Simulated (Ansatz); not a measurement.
# MnS (Fm-3m) in Ansatz: a series of runs

Runs on MnS. Level: PBE. Tasks: single point, equation of state.

Program: Ansatz 0.2.0. These are calculated values, not measurements. Logs are shortened: lines on timing, memory, paths and dates and some standing lists are left out, and cuts for length are marked.

## Step 1: The structure

It takes space group Fm-3m (No. 225, cubic). The conventional cell has a = 5.209 Å, b = 5.209 Å, c = 5.209 Å, α = 90.00°, β = 90.00°, γ = 90.00°. Mn (site symmetry m-3m) is surrounded by 6 S at 2.60 Å. Around S (site symmetry m-3m) lie 6 Mn at 2.60 Å.

## Step 2: Single point, PBE, collinear spin, ferromagnetic start, 16.61 Å³/atom (volume scaled by 0.94)

The input, input.yaml:

```yaml
crystal:
  lattice:
    - [0.0, 2.5513320201, 2.5513320201]
    - [2.5513320201, 0.0, 2.5513320201]
    - [2.5513320201, 2.5513320201, 0.0]
  atoms:
    - { symbol: Mn, position: [0.0, 0.0, 0.0], spin: 4.0 }
    - { symbol: S, position: [0.5, 0.5, 0.5] }
hamiltonian:
  xc: pbe
  pseudopotentials: { kind: paw }
magnetization:
  spin_polarized: true
kpoints:
  mp_grid: { grid: [9, 9, 9] }
scf:
  occupations: { method: fermi_dirac, width: 0.05 }
output:
  forces: true
  stress: true
  eigenvalues: true
  write_density: true
  write_potential: true
  elf: true
  volumetric_format: npy
```

Potentials or basis: Ansatz PAW.

The run is started by

```
ansatz run input.yaml --threads 2 --pin off --max-ram 5120MiB --backend cpu --events-out ev --progress --plain --runs-dir out
```

What it wrote:

```text
Warning: RAYON_NUM_THREADS=2 ignored (pool sized by the plan → 2); use --threads N
Engine: ansatz 0.2.0, x86_64-unknown-linux-gnu
Pseudopotentials: kind: paw
Pseudopotential: Mn, paw, valence charge 15, recommended cutoff 420 eV (normal), Mn.paw.azcp
Pseudopotential: S, paw, valence charge 6, recommended cutoff 420 eV (normal), S.paw.azcp
Functional definition: PBE
  parameter kappa = 0.804
  parameter beta = 0.06672455060314922
  exchange = pbe_x(kappa = kappa, mu = beta*pi^2/3)
  correlation = pbe_c(beta = beta)
Crystal: 2 atoms, lattice volume = 33.215 Å³
Basis set: ecut = 420 eV, 645 PW (Γ), exchange–correlation on 50×50×50 points (8 copies of the dense FFT grid, shifted against one another)
Bands: 17, of which v1, the nominal top of the filled ones, is band 11 counted from 1 (10 counted from 0)
Symmetry: 48 space group operations
Space group: Fm-3m (ITA 225), of the structure as read, at distance tolerance 3.2e-5 Å
Magnetic group: BNS 225.116 (UNI 1618), of the structure as read, at distance tolerance 3.2e-5 Å
k-points: 35 of 729
Non-local potential: Mn, projectors of the file, l = 0: 3, l = 1: 2, l = 2: 3, l = 3: 1
Non-local potential: S, projectors of the file, l = 0: 2, l = 1: 2, l = 2: 2
PAW form: soft (Blöchl's): semilocal exchange-correlation on the pseudo side does not see the compensation charge
PAW one-centre angular grid: Mn, 590 points (default); XC on 64 Gauss nodes
PAW one-centre angular grid: S, 110 points (default); XC on 64 Gauss nodes
Initial density: superposition of atomic densities (chi_scale 0.1, normalization cell, long waves kept (reshape's long-wave potential 0.00 eV rms))
Starting moments: Σ|m| = 4 μB on 1 of 2 sites
Initial wavefunctions: pseudopotential atomic-orbital guess
Functional: x = pbe(κ = 0.804, μ = 0.2195149727645171), c = pbe(β = 0.06672455060314922)
SCF iter   1: F=—  HF=-4801.583520 eV  |F-HF|=—  |Δ(HF+E_count)|=         —  Δρ=7.97e-2 (↑7.97e-2 ↓1.38e-2)  dr2=1.90e0  dr2_m=4.87e-1  M=4.472 μB ∫|m|=4.472 μB  β_m=0.30  ethr=3.10e-3  ⟨swp⟩=4.4  Hψ=5536  notcnv=0
Mixer restart at iter 1: flushing history
preconditioner: auto → Kerker (q_TF=auto, 2.528 Å⁻¹)  [metal: Δε(μ)=0.050 eV  Ē_g=9.686 eV  σ=0.050 eV  W_gap=0.23  n_scr=14 (ndim 8)  ℏωp=23.2 eV  f_vac=0.000  D(μ)=1.30/eV (n_scr^D=14)]
spin=Collinear: Kerker preconditioning applied to the charge; magnetization (m = ρ↑ − ρ↓) channel mixes plain (no charge-response kernel on spin).
SCF iter   2: F=—  HF=-4801.700069 eV  |F-HF|=—  |Δ(HF+E_count)|=   1.17e-1  Δρ=4.21e-2 (↑4.21e-2 ↓1.14e-2)  dr2=5.27e-1  dr2_m=1.70e-1  M=4.487 μB ∫|m|=4.487 μB  β_m=0.45  ethr=3.10e-3  ⟨swp⟩=2.5  Hψ=2496  notcnv=0  defer=35
SCF iter   3: F=—  HF=-4801.841137 eV  |F-HF|=—  |Δ(HF+E_count)|=   1.41e-1  Δρ=9.93e-3 (↑9.93e-3 ↓5.81e-3)  dr2=5.99e-2  dr2_m=8.78e-3  M=4.504 μB ∫|m|=4.504 μB  β_m=0.60  ethr=2.51e-3  ⟨swp⟩=2.5  Hψ=2020  notcnv=0  defer=36
SCF iter   4: F=—  HF=-4801.842433 eV  |F-HF|=—  |Δ(HF+E_count)|=   1.30e-3  Δρ=3.26e-3 (↑3.26e-3 ↓2.19e-3)  dr2=5.91e-3  dr2_m=2.18e-4  M=4.532 μB ∫|m|=4.532 μB  β_m=0.80  ethr=2.85e-4  ⟨swp⟩=2.4  Hψ=2267  notcnv=0  defer=41
SCF iter   5: F=—  HF=-4801.845207 eV  |F-HF|=—  |Δ(HF+E_count)|=         —  Δρ=1.05e-3 (↑9.04e-4 ↓1.05e-3)  dr2=1.10e-3  dr2_m=5.65e-6  M=4.544 μB ∫|m|=4.544 μB  β_m=0.80  ethr=2.81e-5  ⟨swp⟩=2.5  Hψ=2022  notcnv=0  defer=47
Mixer restart at iter 5: flushing history
SCF iter   6: F=—  HF=-4801.845374 eV  |F-HF|=—  |Δ(HF+E_count)|=   1.66e-4  Δρ=6.66e-4 (↑6.66e-4 ↓3.63e-4)  dr2=1.81e-4  dr2_m=4.17e-5  M=4.546 μB ∫|m|=4.546 μB  β_m=0.84  ethr=5.22e-6  ⟨swp⟩=2.7  Hψ=2068  notcnv=0  defer=47
SCF iter   7: F=—  HF=-4801.845409 eV  |F-HF|=—  |Δ(HF+E_count)|=   3.55e-5  Δρ=4.56e-4 (↑4.56e-4 ↓1.81e-4)  dr2=6.46e-5  dr2_m=1.44e-5  M=4.543 μB ∫|m|=4.543 μB  β_m=0.75  ethr=8.62e-7  ⟨swp⟩=2.0  Hψ=2034  notcnv=0  defer=47
SCF iter   8: F=—  HF=-4801.845420 eV  |F-HF|=—  |Δ(HF+E_count)|=   1.10e-5  Δρ=1.49e-4 (↑8.02e-5 ↓1.49e-4)  dr2=1.38e-5  dr2_m=1.81e-6  M=4.543 μB ∫|m|=4.543 μB  β_m=0.88  ethr=3.08e-7  ⟨swp⟩=2.7  Hψ=1931  notcnv=0  defer=47
SCF iter   9: F=—  HF=-4801.845431 eV  |F-HF|=—  |Δ(HF+E_count)|=   1.06e-5  Δρ=1.01e-4 (↑1.01e-4 ↓4.47e-5)  dr2=3.61e-6  dr2_m=2.77e-7  M=4.541 μB ∫|m|=4.542 μB  β_m=0.94  ethr=6.57e-8  ⟨swp⟩=2.2  Hψ=1684  notcnv=0  defer=47
SCF iter  10: F=—  HF=-4801.845431 eV  |F-HF|=—  |Δ(HF+E_count)|=   5.26e-7  Δρ=1.27e-5 (↑8.88e-6 ↓1.27e-5)  dr2=9.52e-8  dr2_m=3.54e-9  M=4.542 μB ∫|m|=4.542 μB  β_m=0.97  ethr=1.72e-8  ⟨swp⟩=2.5  Hψ=1874  notcnv=0  defer=47
SCF iter  11: F=-4801.845431 eV  HF=-4801.845431 eV  |F-HF|=2.63e-8  |Δ(HF+E_count)|=   1.36e-7  Δρ=7.86e-6 (↑2.96e-6 ↓7.86e-6)  dr2=3.56e-8  dr2_m=4.31e-9  M=4.542 μB ∫|m|=4.542 μB  ethr=4.53e-10  ⟨swp⟩=7.0  Hψ=6777  notcnv=0
SCF 1 converged in 11 iterations: F = -4801.845431 eV  dr2 = 3.56e-8
SCF converged after 11 iterations
Magnetization: 4.5419 μB (12.7710 up, 8.2290 down)
Absolute magnetization: 4.5422 μB (∫|ρ↑−ρ↓|, with the PAW one-centre terms)
Spin contamination: 0.0379 ħ² per cell (⟨S²⟩ above its minimum at these occupations)
Per-site moments (μB) at R_I (Å): [(4.0562704886896395, 1.0524244582912499), (0.13356383026640684, 1.0524244582912499)]
Free energy (F): -4801.845431 eV
Harris-Foulkes:  -4801.845431 eV  (|F-HF|=2.63e-8)
Internal energy: -4801.836211 eV  (E = F + TS)
E sigma→0 (E₀):  -4801.840821 eV
Entropy (-TS):   -0.009221 eV (-4.610 meV/atom)
Fermi energy:    11.297437 eV
--- Per-component energies (eV) ---
  E_band       = -279.570855
  E_kinetic    = 407.739163
  E_local      = -2393.959411  (includes V_loc(G=0)·N_el)
  E_nonlocal   = 280.167610
  E_hartree    = 985.188003
  E_xc         = -208.756646
  E_vxc        = -230.244188  (∫ρ·V_xc dr)
  E_paw        = -1906.982708  (= ΣΔE_a)
  E_vpaw       = -313.657994  (= ΣTr[D̂ρ^β])
  E_aug_tail   = -0.000008  (compensation charges beyond the density's cutoff)
  E_ewald      = -1965.232212
  E_smearing   = -0.009221  (= −TS)
  E_closure    = -0.000000  (closes the sum)
  Σ components = -4801.845431   (vs F -4801.845431, Δ=0.00e0)
--- Forces (eV/Å), atoms counted from 1 ---
  atom   1  Mn    -0.00000000    -0.00000000     0.00000000
  atom   2  S      0.00000000    -0.00000000    -0.00000000
  max |Σ_I F_I| component: 3.75e-30 eV/Å
--- Stress (GPa, compression-positive) ---
        0.315258      -0.000000      -0.000000
       -0.000000       0.315258      -0.000000
       -0.000000      -0.000000       0.315258
  P = ⅓ Tr σ = 0.3153 GPa (3.153 kbar)
--- Band table (eV; the first three rows and the last of 70) ---
  k-point 0 ↑: bands = ["-70.5524", "-39.3037", "-39.3037", "-39.3037", "-3.7722", "7.8822", "7.8822", "7.8822", "7.9874", "7.9874", "9.2954", "9.2954", "9.2954", "13.4345", "19.8887", "19.8887", "19.8887"]
  k-point 1 ↑: bands = ["-70.5523", "-39.3050", "-39.3038", "-39.3038", "-3.6356", "7.4921", "7.5506", "7.5506", "7.9628", "7.9628", "8.8778", "9.7867", "9.7867", "14.1983", "18.9436", "19.8202", "19.8202"]
  k-point 2 ↑: bands = ["-70.5521", "-39.3083", "-39.3043", "-39.3043", "-3.2546", "6.2094", "6.9327", "6.9327", "8.1285", "8.1285", "8.6876", "10.6034", "10.6034", "15.0991", "18.3376", "18.8570", "18.8570"]
  k-point 34 ↓: bands = ["-66.0716", "-34.9179", "-34.9161", "-34.9127", "-1.8067", "5.8268", "6.3907", "7.0103", "11.9911", "12.3009", "12.4966", "12.7720", "12.9117", "17.0254", "18.6441", "18.9158", "20.2620"]
```

Wall time 0.88 s (2 threads of AMD EPYC 9B45 (Zen 5), shared host); peak memory 0.39 GiB.

Results:

```
Free energy            : -4801.8454 eV
Pressure               : 0.3 GPa
Band gap on the k mesh : none (metal or under the smearing width)
Net moment             : 4.54 μB per cell
Absolute moment        : 4.54 μB per cell
Site moments           : Mn +4.06; S +0.13 μB
```

Caveat: a cell with one magnetic atom can't hold antiferromagnetic order, which such compounds often take; semilocal functionals often make such compounds metallic where correlation or magnetic order opens a gap, which also shifts bond lengths.

## Step 3: Single point, PBE, collinear spin, ferromagnetic start, 16.96 Å³/atom (volume scaled by 0.96)

Edit input.yaml of step 2 so:

```diff
@@ -2,5 +2,5 @@
   lattice:
-    - [0.0, 2.5513320201, 2.5513320201]
-    - [2.5513320201, 0.0, 2.5513320201]
-    - [2.5513320201, 2.5513320201, 0.0]
+    - [0.0, 2.569299739, 2.569299739]
+    - [2.569299739, 0.0, 2.569299739]
+    - [2.569299739, 2.569299739, 0.0]
   atoms:
```

Potentials or basis: Ansatz PAW.

The run is started by

```
ansatz run input.yaml --threads 2 --pin off --max-ram 5120MiB --backend cpu --events-out ev --progress --plain --runs-dir out
```

It took 0.87 s on 2 threads of AMD EPYC 9B45 (Zen 5), shared host; peak memory 0.39 GiB.

It converged, with:

* Free energy: -4801.8446 eV
* Pressure: -0.7 GPa
* Band gap on the k mesh: none (metal or under the smearing width)
* Net moment: 4.61 μB per cell
* Absolute moment: 4.61 μB per cell
* Site moments: Mn +4.12; S +0.14 μB

Caveat: a cell with one magnetic atom can't hold antiferromagnetic order, which such compounds often take; semilocal functionals often make such compounds metallic where correlation or magnetic order opens a gap, which also shifts bond lengths.

## Step 4: Single point, PBE, collinear spin, ferromagnetic start, 17.31 Å³/atom (volume scaled by 0.98)

Edit input.yaml of step 3 so:

```diff
@@ -2,5 +2,5 @@
   lattice:
-    - [0.0, 2.569299739, 2.569299739]
-    - [2.569299739, 0.0, 2.569299739]
-    - [2.569299739, 2.569299739, 0.0]
+    - [0.0, 2.5870196075, 2.5870196075]
+    - [2.5870196075, 0.0, 2.5870196075]
+    - [2.5870196075, 2.5870196075, 0.0]
   atoms:
```

The run is started by

```
ansatz run input.yaml --threads 2 --pin off --max-ram 5120MiB --backend cpu --events-out ev --progress --plain --runs-dir out
```

It took 0.81 s on 2 threads of AMD EPYC 9B45 (Zen 5), shared host; peak memory 0.39 GiB.

Results (log left out):

```yaml
Free_energy: -4801.8389 eV
Pressure: -1.8 GPa
Band_gap_on_the_k_mesh: none (metal or under the smearing width)
Net_moment: 4.67 μB per cell
Absolute_moment: 4.67 μB per cell
Site_moments: Mn +4.17; S +0.14 μB
```

Caveat: a cell with one magnetic atom can't hold antiferromagnetic order, which such compounds often take; semilocal functionals often make such compounds metallic where correlation or magnetic order opens a gap, which also shifts bond lengths.

## Step 5: Single point, PBE, collinear spin, ferromagnetic start, 17.67 Å³/atom

Edit input.yaml of step 4 so:

```diff
@@ -2,5 +2,5 @@
   lattice:
-    - [0.0, 2.5870196075, 2.5870196075]
-    - [2.5870196075, 0.0, 2.5870196075]
-    - [2.5870196075, 2.5870196075, 0.0]
+    - [0.0, 2.6045, 2.6045]
+    - [2.6045, 0.0, 2.6045]
+    - [2.6045, 2.6045, 0.0]
   atoms:
@@ -21,5 +21 @@
   eigenvalues: true
-  write_density: true
-  write_potential: true
-  elf: true
-  volumetric_format: npy
```

The run is started by

```
ansatz run input.yaml --threads 2 --pin off --max-ram 5120MiB --backend cpu --events-out ev --progress --plain --runs-dir out
```

It took 0.78 s on 2 threads of AMD EPYC 9B45 (Zen 5), shared host; peak memory 0.39 GiB.

Results (log left out):

| Quantity | Value |
| --- | --- |
| Free energy | -4801.8285 eV |
| Pressure | -2.9 GPa |
| Band gap on the k mesh | none (metal or under the smearing width) |
| Net moment | 4.71 μB per cell |
| Absolute moment | 4.71 μB per cell |
| Site moments | Mn +4.21; S +0.15 μB |

Caveat: a cell with one magnetic atom can't hold antiferromagnetic order, which such compounds often take; semilocal functionals often make such compounds metallic where correlation or magnetic order opens a gap, which also shifts bond lengths.

## Step 6: Single point, PBE, collinear spin, ferromagnetic start, 18.02 Å³/atom (volume scaled by 1.02)

Edit input.yaml of step 5 so:

```diff
@@ -2,5 +2,5 @@
   lattice:
-    - [0.0, 2.6045, 2.6045]
-    - [2.6045, 0.0, 2.6045]
-    - [2.6045, 2.6045, 0.0]
+    - [0.0, 2.621748847, 2.621748847]
+    - [2.621748847, 0.0, 2.621748847]
+    - [2.621748847, 2.621748847, 0.0]
   atoms:
```

Potentials or basis: Ansatz PAW.

The run is started by

```
ansatz run input.yaml --threads 2 --pin off --max-ram 5120MiB --backend cpu --events-out ev --progress --plain --runs-dir out
```

It took 0.72 s on 2 threads of AMD EPYC 9B45 (Zen 5), shared host; peak memory 0.39 GiB.

The run converged. Its results:

```
Free energy            : -4801.8135 eV
Pressure               : -3.9 GPa
Band gap on the k mesh : none (metal or under the smearing width)
Net moment             : 4.76 μB per cell
Absolute moment        : 4.76 μB per cell
Site moments           : Mn +4.25; S +0.15 μB
```

Caveat: a cell with one magnetic atom can't hold antiferromagnetic order, which such compounds often take; semilocal functionals often make such compounds metallic where correlation or magnetic order opens a gap, which also shifts bond lengths.

## Step 7: Single point, PBE, collinear spin, ferromagnetic start, 18.37 Å³/atom (volume scaled by 1.04)

Edit input.yaml of step 6 so:

```diff
@@ -2,5 +2,5 @@
   lattice:
-    - [0.0, 2.621748847, 2.621748847]
-    - [2.621748847, 0.0, 2.621748847]
-    - [2.621748847, 2.621748847, 0.0]
+    - [0.0, 2.6387736672, 2.6387736672]
+    - [2.6387736672, 0.0, 2.6387736672]
+    - [2.6387736672, 2.6387736672, 0.0]
   atoms:
```

The run is started by

```
ansatz run input.yaml --threads 2 --pin off --max-ram 5120MiB --backend cpu --events-out ev --progress --plain --runs-dir out
```

Run time: 0.78 s. Hardware: 2 threads of AMD EPYC 9B45 (Zen 5), shared host; peak memory 0.39 GiB.

The run converged. Its results:

| Property | Result |
| --- | --- |
| Free energy | -4801.7945 eV |
| Pressure | -4.8 GPa |
| Band gap on the k mesh | none (metal or under the smearing width) |
| Net moment | 4.79 μB per cell |
| Absolute moment | 4.79 μB per cell |
| Site moments | Mn +4.29; S +0.15 μB |

Caveat: a cell with one magnetic atom can't hold antiferromagnetic order, which such compounds often take; semilocal functionals often make such compounds metallic where correlation or magnetic order opens a gap, which also shifts bond lengths.

## Step 8: Single point, PBE, collinear spin, ferromagnetic start, 18.73 Å³/atom (volume scaled by 1.06)

Edit input.yaml of step 7 so:

```diff
@@ -2,5 +2,5 @@
   lattice:
-    - [0.0, 2.6387736672, 2.6387736672]
-    - [2.6387736672, 0.0, 2.6387736672]
-    - [2.6387736672, 2.6387736672, 0.0]
+    - [0.0, 2.655581596, 2.655581596]
+    - [2.655581596, 0.0, 2.655581596]
+    - [2.655581596, 2.655581596, 0.0]
   atoms:
@@ -21 +21,5 @@
   eigenvalues: true
+  write_density: true
+  write_potential: true
+  elf: true
+  volumetric_format: npy
```

The run is started by

```
ansatz run input.yaml --threads 2 --pin off --max-ram 5120MiB --backend cpu --events-out ev --progress --plain --runs-dir out
```

Run time: 0.86 s. Hardware: 2 threads of AMD EPYC 9B45 (Zen 5), shared host; peak memory 0.4 GiB.

The run converged. Its results:

| Item | Value |
| --- | --- |
| Free energy | -4801.7716 eV |
| Pressure | -5.6 GPa |
| Band gap on the k mesh | none (metal or under the smearing width) |
| Net moment | 4.83 μB per cell |
| Absolute moment | 4.83 μB per cell |
| Site moments | Mn +4.32; S +0.16 μB |

Caveat: a cell with one magnetic atom can't hold antiferromagnetic order, which such compounds often take; semilocal functionals often make such compounds metallic where correlation or magnetic order opens a gap, which also shifts bond lengths.

## Step 9: Equation of state, PBE, collinear spin, ferromagnetic start

Potentials or basis: Ansatz PAW.

No new run: the results of the series are fitted here.

Results:

| Item | Value |
| --- | --- |
| Equilibrium volume | 16.73 Å³/atom (rough: see the caveat) |
| Bulk modulus | 56 GPa (rough) |

Energy against volume, from the lowest point:
```csv
volume (Å³/atom),energy (meV/atom)
16.607,0.00
16.961,0.43
17.314,3.26
17.667,8.49
18.021,15.97
18.374,25.49
18.727,36.93
```

Caveat: the fit is doubtful: noisy points or a state that changes with volume.
